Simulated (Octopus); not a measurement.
# ZnS in Octopus: convergence with grid spacing

Input of the first run (grid spacing 0.31843 Å); the others differ in this setting and in those tied to it:

File inp (second run):

```
CalculationMode = gs
UnitsOutput = eV_Angstrom
PeriodicDimensions = 3
ExperimentalFeatures = yes
PseudopotentialSet = hgh_lda
%LatticeParameters
 1*angstrom | 1*angstrom | 1*angstrom
%
%LatticeVectors
 0 | 2.702 | 2.702
 2.702 | 0 | 2.702
 2.702 | 2.702 | 0
%
%ReducedCoordinates
 "Zn" | 0.75 | 0.75 | 0.75
 "S" | 0 | 0 | 0
%
%Spacing
 0.31843375*angstrom | 0.31843375*angstrom | 0.31843375*angstrom
%
DerivativesOrder = 8
%KPointsGrid
 5 | 5 | 5
%
KPointsUseSymmetries = yes
XCFunctional = mgga_xc_hle17
FilterPotentials = filter_none
SpinComponents = polarized
KPointsUseTimeReversal = no
SmearingFunction = fermi_dirac
Smearing = 0.05*eV
ExtraStates = 7
Eigensolver = chebyshev_filter
ConvRelDens = 1e-6
MaximumIter = 120
```

File inp (first run):

```
CalculationMode = gs
UnitsOutput = eV_Angstrom
PeriodicDimensions = 3
ExperimentalFeatures = yes
PseudopotentialSet = hgh_lda
%LatticeParameters
 1*angstrom | 1*angstrom | 1*angstrom
%
%LatticeVectors
 0 | 2.702 | 2.702
 2.702 | 0 | 2.702
 2.702 | 2.702 | 0
%
%ReducedCoordinates
 "Zn" | 0.75 | 0.75 | 0.75
 "S" | 0 | 0 | 0
%
%Spacing
 0.31843375*angstrom | 0.31843375*angstrom | 0.31843375*angstrom
%
DerivativesOrder = 8
%KPointsGrid
 5 | 5 | 5
%
KPointsUseSymmetries = yes
XCFunctional = gga_x_pbe + gga_c_pbe
FilterPotentials = filter_none
SpinComponents = polarized
KPointsUseTimeReversal = no
GuessMagnetDensity = user_defined
%AtomsMagnetDirection
 0.5
 0.0
%
SmearingFunction = fermi_dirac
Smearing = 0.05*eV
ExtraStates = 7
Eigensolver = chebyshev_filter
ConvRelDens = 1e-4
MaximumIter = 60
```

Potentials or basis: hgh_lda (LDA).

Launch:

```console
$ OMP_NUM_THREADS=1 octopus > start.log  # on inp (first run)
$ OMP_NUM_THREADS=1 octopus > out.log  # on inp (second run)
```

Hardware: 1 thread of Arm Neoverse V2, with other jobs on the host.

Problem. The values tried are 0.31843 Å, 0.27294 Å, 0.25475 Å, 0.21229 Å, 0.19106 Å, 0.16614 Å, 0.14697 Å, 0.13177 Å, loosest first. From which on does the gap on the mesh stay within 0.01 eV of the tightest run that finished?

Solution. From 0.27294 Å on.

```
grid spacing  energy less the tightest run, at zero smearing (meV/atom)  gap on the mesh (eV)  SCF cycles  CPU time (s)  peak memory (GiB)
   0.31843 Å                                                     -13.32                 4.178          18           130               0.13
   0.27294 Å                                                      21.43                 4.145          14           170               0.16
   0.25475 Å                                                       5.07                 4.150          13           200               0.18
   0.21229 Å                                                       4.78                 4.150          16           390               0.25
   0.19106 Å                                                       1.17                 4.153          15           530               0.31
   0.16614 Å                                                      -1.94                 4.150          13           720               0.41
   0.14697 Å                                                       0.00                 4.151          16          1200               0.53
   0.13177 Å                                     timed out after 1300 s                     -           -             -                  -
```

Not settled before the last step: the energy (to 1 meV/atom). The tightest run that finished is the yardstick and may itself not be fully converged.

Caveat, for the tightest run too: this is an older set of potentials, less accurate than current ones; the potentials were made for a functional far from this one.
